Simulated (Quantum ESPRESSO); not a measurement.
# ZnS (Wurtzite-6H) (P6_3mc) in Quantum ESPRESSO: band structure with PBE

Aim: the band structure of ZnS (Wurtzite-6H) with PBE.

All numbers are computed with Quantum ESPRESSO 7.5; they aren't measurements. Logs are shortened: lines on timing, memory, paths and dates and some standing lists are left out, and cuts for length are marked.

**Measured values to compare with.**

From a printed reference work, monograph, for a bulk crystal of ZnS at 4 K: band gap 3.911 eV (direct).

The runs below are set against these values where they give the same quantity.

## 1. The crystal as given

The structure is hexagonal, space group P6_3mc (No. 186). Conventional cell: a = 3.812 Å, b = 3.812 Å, c = 18.690 Å, α = 90.00°, β = 90.00°, γ = 120.00°. Zn (site symmetry 3m) has 4 S at 2.33 to 2.34 Å as nearest neighbours. Zn (site symmetry 3m) is surrounded by 4 S at 2.33 to 2.34 Å. Zn (site symmetry 3m) has 4 S at 2.33 to 2.34 Å as nearest neighbours. S (site symmetry 3m) is surrounded by 4 Zn at 2.33 to 2.34 Å. Around S (site symmetry 3m) lie 4 Zn at 2.33 to 2.34 Å. S (site symmetry 3m) is surrounded by 4 Zn at 2.33 to 2.34 Å.

## 2. Band structure, PBE

The input, pw.in:

```
&CONTROL
  calculation = 'scf'
  prefix = 'pwscf'
  outdir = './tmp'
  pseudo_dir = './pseudo'
  tprnfor = .true.
  tstress = .true.
  disk_io = 'low'
/
&SYSTEM
  ibrav = 0
  nat = 12
  ntyp = 2
  ecutwfc = 45
  ecutrho = 360
  nbnd = 98
  occupations = 'smearing'
  smearing = 'fd'
  degauss = 0.00367493
/
&ELECTRONS
  conv_thr = 2.4d-09
  electron_maxstep = 120
  mixing_beta = 0.5
/
ATOMIC_SPECIES
Zn    65.3800 zn_pbe_v1.uspp.F.UPF
S     32.0600 s_pbe_v1.4.uspp.F.UPF
CELL_PARAMETERS angstrom
   3.8120000000    0.0000000000    0.0000000000
  -1.9060000000    3.3012888392    0.0000000000
   0.0000000000    0.0000000000   18.6899900000
ATOMIC_POSITIONS crystal
Zn     0.3333333333    0.6666666667    0.8333300000
Zn     0.6666666667    0.3333333333    0.3333300000
Zn     0.6666666667    0.3333333333    0.6666700000
Zn     0.3333333333    0.6666666667    0.1666700000
Zn     0.0000000000    0.0000000000    0.5000000000
Zn     0.0000000000    0.0000000000    0.0000000000
S      0.3333333333    0.6666666667    0.9583300000
S      0.6666666667    0.3333333333    0.4583300000
S      0.6666666667    0.3333333333    0.7916700000
S      0.3333333333    0.6666666667    0.2916700000
S      0.0000000000    0.0000000000    0.6250000000
S      0.0000000000    0.0000000000    0.1250000000
K_POINTS automatic
8 8 2 0 0 0
```

The input, bands.in:

```
&CONTROL
  calculation = 'bands'
  prefix = 'pwscf'
  outdir = './tmp'
  pseudo_dir = './pseudo'
  disk_io = 'low'
  verbosity = 'high'
/
&SYSTEM
  ibrav = 0
  nat = 12
  ntyp = 2
  ecutwfc = 45
  ecutrho = 360
  nbnd = 98
  occupations = 'smearing'
  smearing = 'fd'
  degauss = 0.00367493
/
&ELECTRONS
  conv_thr = 1d-08
  electron_maxstep = 120
  mixing_beta = 0.5
  diago_full_acc = .true.
/
ATOMIC_SPECIES
Zn    65.3800 zn_pbe_v1.uspp.F.UPF
S     32.0600 s_pbe_v1.4.uspp.F.UPF
CELL_PARAMETERS angstrom
   3.8120000000    0.0000000000    0.0000000000
  -1.9060000000    3.3012888392    0.0000000000
   0.0000000000    0.0000000000   18.6899900000
ATOMIC_POSITIONS crystal
Zn     0.3333333333    0.6666666667    0.8333300000
Zn     0.6666666667    0.3333333333    0.3333300000
Zn     0.6666666667    0.3333333333    0.6666700000
Zn     0.3333333333    0.6666666667    0.1666700000
Zn     0.0000000000    0.0000000000    0.5000000000
Zn     0.0000000000    0.0000000000    0.0000000000
S      0.3333333333    0.6666666667    0.9583300000
S      0.6666666667    0.3333333333    0.4583300000
S      0.6666666667    0.3333333333    0.7916700000
S      0.3333333333    0.6666666667    0.2916700000
S      0.0000000000    0.0000000000    0.6250000000
S      0.0000000000    0.0000000000    0.1250000000
K_POINTS crystal
60
 0.0000000000  0.0000000000  0.0000000000 1
 0.0555555556  0.0000000000  0.0000000000 1
 0.1111111111  0.0000000000  0.0000000000 1
 0.1666666667  0.0000000000  0.0000000000 1
 0.2222222222  0.0000000000  0.0000000000 1
 0.2777777778  0.0000000000  0.0000000000 1
 0.3333333333  0.0000000000  0.0000000000 1
 0.3888888889  0.0000000000  0.0000000000 1
 0.4444444444  0.0000000000  0.0000000000 1
 0.5000000000  0.0000000000  0.0000000000 1
 0.4666666667  0.0666666667  0.0000000000 1
 0.4333333333  0.1333333333  0.0000000000 1
 0.4000000000  0.2000000000  0.0000000000 1
 0.3666666667  0.2666666667  0.0000000000 1
 0.3333333333  0.3333333333  0.0000000000 1
 0.3030303030  0.3030303030  0.0000000000 1
 0.2727272727  0.2727272727  0.0000000000 1
 0.2424242424  0.2424242424  0.0000000000 1
 0.2121212121  0.2121212121  0.0000000000 1
 0.1818181818  0.1818181818  0.0000000000 1
 0.1515151515  0.1515151515  0.0000000000 1
 0.1212121212  0.1212121212  0.0000000000 1
 0.0909090909  0.0909090909  0.0000000000 1
 0.0606060606  0.0606060606  0.0000000000 1
 0.0303030303  0.0303030303  0.0000000000 1
 0.0000000000  0.0000000000  0.0000000000 1
 0.0000000000  0.0000000000  0.5000000000 1
 0.0500000000  0.0000000000  0.5000000000 1
 0.1000000000  0.0000000000  0.5000000000 1
 0.1500000000  0.0000000000  0.5000000000 1
 0.2000000000  0.0000000000  0.5000000000 1
 0.2500000000  0.0000000000  0.5000000000 1
 0.3000000000  0.0000000000  0.5000000000 1
 0.3500000000  0.0000000000  0.5000000000 1
 0.4000000000  0.0000000000  0.5000000000 1
 0.4500000000  0.0000000000  0.5000000000 1
 0.5000000000  0.0000000000  0.5000000000 1
 0.4722222222  0.0555555556  0.5000000000 1
 0.4444444444  0.1111111111  0.5000000000 1
 0.4166666667  0.1666666667  0.5000000000 1
 0.3888888889  0.2222222222  0.5000000000 1
 0.3611111111  0.2777777778  0.5000000000 1
 0.3333333333  0.3333333333  0.5000000000 1
 0.3076923077  0.3076923077  0.5000000000 1
 0.2820512821  0.2820512821  0.5000000000 1
 0.2564102564  0.2564102564  0.5000000000 1
 0.2307692308  0.2307692308  0.5000000000 1
 0.2051282051  0.2051282051  0.5000000000 1
 0.1794871795  0.1794871795  0.5000000000 1
 0.1538461538  0.1538461538  0.5000000000 1
 0.1282051282  0.1282051282  0.5000000000 1
 0.1025641026  0.1025641026  0.5000000000 1
 0.0769230769  0.0769230769  0.5000000000 1
 0.0512820513  0.0512820513  0.5000000000 1
 0.0256410256  0.0256410256  0.5000000000 1
 0.0000000000  0.0000000000  0.5000000000 1
 0.5000000000  0.0000000000  0.5000000000 1
 0.5000000000  0.0000000000  0.0000000000 1
 0.3333333333  0.3333333333  0.0000000000 1
 0.3333333333  0.3333333333  0.5000000000 1
```

Potentials or basis: GBRV 1.5 PBE.

The run is started by

```
$ OMP_NUM_THREADS=1 mpirun -n 2 pw.x -nk 2 -in pw.in > pw.out
$ OMP_NUM_THREADS=1 mpirun -n 2 pw.x -nk 2 -in bands.in > bands.out
```

pw.out:

```text
This program is part of the open-source Quantum ESPRESSO suite
     for quantum simulation of materials; please cite
[... 6 lines left out ...]
     using ibrav=0 with symmetry is DISCOURAGED, use correct ibrav instead

     K-points division:     npool     =       2
     Subspace diagonalization in iterative solution of the eigenvalue problem:
     a serial algorithm will be used

     G-vector sticks info
     --------------------
     sticks:   dense  smooth     PW     G-vecs:    dense   smooth      PW
     Sum        1285     649    199               183129    64915   10239

     Using Slab Decomposition

     bravais-lattice index     =            0
     lattice parameter (alat)  =       7.2036  a.u.
     unit-cell volume          =    1587.2381 (a.u.)^3
     number of atoms/cell      =           12
     number of atomic types    =            2
     number of electrons       =       156.00
     number of Kohn-Sham states=           98
     kinetic-energy cutoff     =      45.0000  Ry
     charge density cutoff     =     360.0000  Ry
     scf convergence threshold =      2.4E-09
     mixing beta               =       0.5000
     number of iterations used =            8  plain     mixing
     Exchange-correlation=  SLA  PW   PBX  PBC
                           (   1   4   3   4   0   0   0)

     celldm(1)=   7.203636  celldm(2)=   0.000000  celldm(3)=   0.000000
     celldm(4)=   0.000000  celldm(5)=   0.000000  celldm(6)=   0.000000

     crystal axes: (cart. coord. in units of alat)
               a(1) = (   1.000000   0.000000   0.000000 )
               a(2) = (  -0.500000   0.866025   0.000000 )
               a(3) = (   0.000000   0.000000   4.902935 )

     reciprocal axes: (cart. coord. in units 2 pi/alat)
               b(1) = (  1.000000  0.577350 -0.000000 )
               b(2) = (  0.000000  1.154701  0.000000 )
               b(3) = (  0.000000 -0.000000  0.203959 )

     PseudoPot. # 1 for Zn read from file:
     zn_pbe_v1.uspp.F.UPF
     Pseudo is Ultrasoft, Zval = 20.0
     Generated by new atomic code, or converted to UPF format
     Using radial grid of  943 points,  6 beta functions with:
                l(1) =   0
                l(2) =   0
                l(3) =   1
                l(4) =   1
                l(5) =   2
                l(6) =   2
     Q(r) pseudized with  8 coefficients,  rinner =    1.100   1.100   1.100
                                                       1.100   1.100

     PseudoPot. # 2 for S  read from file:
     s_pbe_v1.4.uspp.F.UPF
     Pseudo is Ultrasoft + core correction, Zval =  6.0
     Generated by new atomic code, or converted to UPF format
     Using radial grid of  907 points,  6 beta functions with:
                l(1) =   0
                l(2) =   0
                l(3) =   1
                l(4) =   1
                l(5) =   2
                l(6) =   2
[... 61 lines left out ...]
     ethr =  1.00E-02,  avg # of iterations =  4.7

     Threshold (ethr) on eigenvalues was too large:
     Diagonalizing with lowered threshold

     Davidson diagonalization with overlap
     ethr =  4.01E-04,  avg # of iterations =  2.2

     total energy              =   -2914.44461645 Ry
     estimated scf accuracy    <       0.61964491 Ry
[... 64 lines left out ...]
     iteration # 11     ecut=    45.00 Ry     beta= 0.50
     Davidson diagonalization with overlap
     ethr =  8.81E-12,  avg # of iterations =  2.1

     End of self-consistent calculation

          k = 0.0000 0.0000 0.0000 (  8133 PWs)   bands (ev):

  -118.0598-118.0598-118.0571-118.0571-118.0482-118.0482 -72.2291 -72.2291
   -72.2291 -72.2291 -72.2281 -72.2281 -72.2262 -72.2262 -72.2260 -72.2260
   -72.2260 -72.2260 -72.2174 -72.2174 -72.2173 -72.2173 -72.2172 -72.2172
    -6.3547  -6.1526  -6.1444  -5.6851  -5.6767  -5.4104   0.4811   0.4848
     0.4878   0.4878   0.4923   0.5077   0.5077   0.5270   0.5270   0.5639
     0.5639   0.5779   0.5779   0.5941   0.5941   0.6324   0.6403   0.9741
     0.9741   0.9777   0.9777   0.9928   0.9928   0.9980   0.9980   1.0170
     1.0170   1.0268   1.0268   1.1914   1.5038   2.9274   2.9369   5.1329
     5.1503   5.9584   5.9584   6.1525   6.1525   6.1647   6.1647   6.5919
     6.5919   6.6029   6.6029   6.8208   6.8442   6.8442   9.0014  10.0508
    10.0994  10.1760  10.2055  10.3411  13.1245  13.1656  13.1656  13.2149
    13.2676  13.3953  13.3953  13.6094  13.6094  13.7020  13.7020  13.9686
    13.9686  14.1216
[... 99 lines left out ...]
  -118.0598-118.0598-118.0571-118.0571-118.0482-118.0482 -72.2292 -72.2292
   -72.2291 -72.2291 -72.2281 -72.2281 -72.2262 -72.2262 -72.2261 -72.2261
   -72.2260 -72.2260 -72.2174 -72.2174 -72.2173 -72.2173 -72.2172 -72.2172
    -5.5810  -5.5810  -5.3674  -5.3674  -5.1438  -5.1438   0.4608   0.4608
     0.5466   0.5466   0.5941   0.5941   0.6032   0.6032   0.6887   0.6887
     0.7078   0.7078   0.7755   0.7755   0.7840   0.7840   0.8942   0.8942
     0.9813   0.9813   1.0010   1.0010   1.0236   1.0236   1.0516   1.0516
     1.0539   1.0539   1.2710   1.2710   2.1338   2.1338   2.4605   2.4605
     3.1228   3.1228   3.8928   3.8928   4.8448   4.8448   4.9617   4.9617
     5.3759   5.3759   5.7619   5.7619   5.9819   5.9819  10.4269  10.4269
    10.7624  10.7624  11.1504  11.1504  11.6364  11.6364  12.8158  12.8158
    13.5483  13.5483  14.0288  14.0288  14.7857  14.7857  15.4473  15.4473
    15.5301  15.5301

          k = 0.0000-0.5774 0.0000 (  8110 PWs)   bands (ev):

  -118.0598-118.0598-118.0571-118.0571-118.0482-118.0482 -72.2292 -72.2292
   -72.2291 -72.2291 -72.2282 -72.2281 -72.2263 -72.2262 -72.2261 -72.2261
   -72.2260 -72.2260 -72.2175 -72.2174 -72.2174 -72.2173 -72.2173 -72.2172
    -5.4163  -5.3441  -5.3350  -5.1802  -5.1775  -5.0945   0.4512   0.5074
     0.5190   0.5853   0.6017   0.6018   0.6067   0.6482   0.6606   0.7605
     0.7718   0.7850   0.7991   0.8219   0.8355   0.8618   0.8864   0.9922
     1.0200   1.0235   1.0285   1.0438   1.0506   1.0680   1.1410   1.1441
     1.1748   1.1796   1.1866   1.1931   1.6428   1.8819   2.0563   2.1925
     2.4816   2.5262   4.0581   4.1384   4.5959   4.7499   4.9004   4.9065
     4.9418   5.3471   5.5729   5.5792   5.7470   5.9618  10.2775  10.4077
    10.4490  10.7138  10.8760  11.0779  11.3184  11.6384  12.4146  13.1231
    13.1368  13.6176  13.7407  14.6473  14.6557  14.7638  15.1805  15.8493
    15.8800  16.4449

          k = 0.0000-0.5774-0.1020 (  8096 PWs)   bands (ev):

  -118.0598-118.0598-118.0571-118.0571-118.0482-118.0482 -72.2292 -72.2292
   -72.2291 -72.2291 -72.2281 -72.2281 -72.2262 -72.2262 -72.2261 -72.2261
   -72.2260 -72.2260 -72.2174 -72.2174 -72.2173 -72.2173 -72.2172 -72.2172
    -5.3960  -5.3960  -5.2604  -5.2604  -5.1173  -5.1173   0.4681   0.4681
     0.5646   0.5646   0.6026   0.6026   0.6154   0.6154   0.7096   0.7096
     0.7956   0.7956   0.8075   0.8075   0.8335   0.8335   0.9497   0.9497
     1.0212   1.0212   1.0345   1.0345   1.0616   1.0616   1.1465   1.1465
     1.1632   1.1632   1.2017   1.2017   1.7212   1.7212   2.2237   2.2237
     2.4320   2.4320   4.1765   4.1765   4.6771   4.6771   4.7075   4.7075
     5.2273   5.2273   5.6243   5.6243   5.8539   5.8539  10.2080  10.2080
    10.6933  10.6933  10.9825  10.9825  11.5521  11.5521  12.5469  12.5469
    13.4861  13.4861  13.9805  13.9805  15.1999  15.2000  15.5909  15.5909
    15.6466  15.6466
[... 147 lines left out ...]
  -118.0598-118.0598-118.0571-118.0571-118.0482-118.0482 -72.2291 -72.2291
   -72.2291 -72.2291 -72.2281 -72.2281 -72.2262 -72.2262 -72.2260 -72.2260
   -72.2260 -72.2260 -72.2174 -72.2174 -72.2173 -72.2173 -72.2173 -72.2173
    -5.2497  -5.2497  -5.1867  -5.1867  -5.1275  -5.1275   0.5607   0.5607
     0.5946   0.5946   0.6481   0.6481   0.6783   0.6783   0.7125   0.7125
     0.7660   0.7660   0.8646   0.8646   0.8946   0.8946   0.9366   0.9366
     0.9742   0.9742   0.9967   0.9967   1.0153   1.0153   1.2081   1.2081
     1.2497   1.2497   1.3212   1.3212   2.0184   2.0184   2.2378   2.2378
     2.3854   2.3854   3.5894   3.5894   3.9258   3.9258   4.3316   4.3316
     4.7913   4.7913   5.1647   5.1647   5.4227   5.4227  11.2678  11.2678
    11.5779  11.5779  11.9752  11.9752  12.7564  12.7564  12.9873  12.9873
    13.4536  13.4536  14.0901  14.0901  14.8296  14.8296  15.3317  15.3317
    15.7171  15.7171

     the Fermi energy is     7.9465 ev

!    total energy              =   -2914.62199423 Ry
     estimated scf accuracy    <          2.2E-10 Ry
     smearing contrib. (-TS)   =      -0.00000000 Ry
     internal energy E=F+TS    =   -2914.62199423 Ry

     The total energy is F=E-TS. E is the sum of the following terms:
     one-electron contribution =   -2724.47425685 Ry
     hartree contribution      =    1404.05577016 Ry
     xc contribution           =    -304.24599600 Ry
     ewald contribution        =   -1289.95751155 Ry

     convergence has been achieved in  11 iterations

     Forces acting on atoms (cartesian axes, Ry/au):

     atom    1 type  1   force =     0.00000000    0.00000000    0.00009341
     atom    2 type  1   force =     0.00000000    0.00000000    0.00009341
     atom    3 type  1   force =     0.00000000    0.00000000    0.00051777
     atom    4 type  1   force =     0.00000000    0.00000000    0.00051777
     atom    5 type  1   force =     0.00000000    0.00000000   -0.00014799
     atom    6 type  1   force =     0.00000000    0.00000000   -0.00014799
     atom    7 type  2   force =     0.00000000    0.00000000   -0.00114632
     atom    8 type  2   force =     0.00000000    0.00000000   -0.00114632
     atom    9 type  2   force =    -0.00000000   -0.00000000   -0.00026028
     atom   10 type  2   force =     0.00000000    0.00000000   -0.00026028
     atom   11 type  2   force =     0.00000000    0.00000000    0.00094341
     atom   12 type  2   force =    -0.00000000    0.00000000    0.00094341

     Total force =     0.002267     Total SCF correction =     0.000053

     Computing stress (Cartesian axis) and pressure

          total   stress  (Ry/bohr**3)                   (kbar)     P=       19.26
   0.00012967   0.00000000   0.00000000           19.07        0.00        0.00
   0.00000000   0.00012967   0.00000000            0.00       19.07        0.00
   0.00000000   0.00000000   0.00013348            0.00        0.00       19.64

=------------------------------------------------------------------------------=
   JOB DONE.
=------------------------------------------------------------------------------=
```

It took 17 min on 2 MPI ranks of Arm Neoverse V1, shared host; peak memory 1.1 GiB.

What came out:

- Free energy: -39655.4524 eV
- Pressure: 1.9 GPa
- Largest force: 0.029 eV/Å
- Band gap on the k mesh: 2.16 eV, direct
- Band gap along the path: 2.16 eV, direct

Forces on the atoms (eV/Å):
```
Zn   0.000  0.000  0.002
Zn   0.000  0.000  0.002
Zn   0.000  0.000  0.013
Zn   0.000  0.000  0.013
Zn   0.000  0.000 -0.004
Zn   0.000  0.000 -0.004
S    0.000  0.000 -0.029
S    0.000  0.000 -0.029
S    0.000  0.000 -0.007
S    0.000  0.000 -0.007
S    0.000  0.000  0.024
S    0.000  0.000  0.024
```

Levels at the corners of the path, in eV from the valence-band top:
```tsv
point	band 76	band 77	band 78	band 79	band 80	band 81
Γ	-0.02	0.00	0.00	2.16	3.21	3.26
M	-1.26	-1.10	-0.88	3.43	3.56	3.60
K	-1.55	-1.49	-1.49	4.42	4.42	4.42
Γ	-0.02	0.00	0.00	2.16	3.21	3.26
A	-0.07	-0.07	-0.07	2.64	2.64	3.27
L	-1.22	-0.99	-0.99	3.36	3.36	3.85
H	-1.71	-1.56	-1.56	4.67	4.67	4.75
A	-0.07	-0.07	-0.07	2.64	2.64	3.27
L	-1.22	-0.99	-0.99	3.36	3.36	3.85
M	-1.26	-1.10	-0.88	3.43	3.56	3.60
K	-1.55	-1.49	-1.49	4.42	4.42	4.42
H	-1.71	-1.56	-1.56	4.67	4.67	4.75
```

Caveat: the cell's inner coordinates are idealised or old, which leaves forces on the atoms.

## 3. Against experiment

Step 2. Against the measured gap of ZnS, 3.911 eV (direct; 4 K; a printed reference work, monograph), the calculated 2.16 eV is off by -1.75 eV. The value is that of PBE, without temperature or zero-point motion. Semilocal functionals fall short of measured gaps as a rule.
